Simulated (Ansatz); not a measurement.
This Li structure is the end of a relaxation. The cell was reached from a generator's guess, though it ends in a space group that the Crystallography Open Database lists for this formula.

Computed with Ansatz 0.2.0, DFT PBE, scalar-relativistic, plane waves, PAW. Cutoff 420 eV, Γ-centred mesh, Gaussian smearing, no spin polarisation.

```
Li
1.0
     3.05387    0.00000    0.00000
    -1.52693    2.64473    0.00000
     0.00000    0.00000   10.01260
Li
4
Direct
  0.00000 0.00000 0.50000
  0.66667 0.33333 0.25000
  0.33333 0.66667 0.75000
  0.00000 0.00000 0.00000
```

Energies count from the standard state of Li at the same level.

(1) Find its symmetry and describe it.

(2) How far does it lie from the standard state of Li?

(3) Is it a metal?

## Answers

(1) P6_3/mmc (No. 194), the dhcp type. Conventional cell: a = 3.054 Å, c = 10.013 Å. Li on a site of symmetry -3m has 12 Li at 3.05–3.06 Å; Li on a site of symmetry -6m2 is surrounded by 12 Li at 3.05–3.06 Å.

(2) 0.00 eV/atom. It is level with the standard state within the noise.

(3) Yes, bands cross the Fermi level on the 18×18×6 mesh.

The last run used an 18×18×6 mesh (in the run's order of axes) for its 4-atom cell and Gaussian smearing of 0.10 eV. The k mesh leaves some 4 meV/atom of noise in the energy of each metallic cell. A later test with randomly moved atoms ended 7 meV/atom lower on a coarse mesh, in Cm at a loose tolerance, which is no clear verdict on its stability.
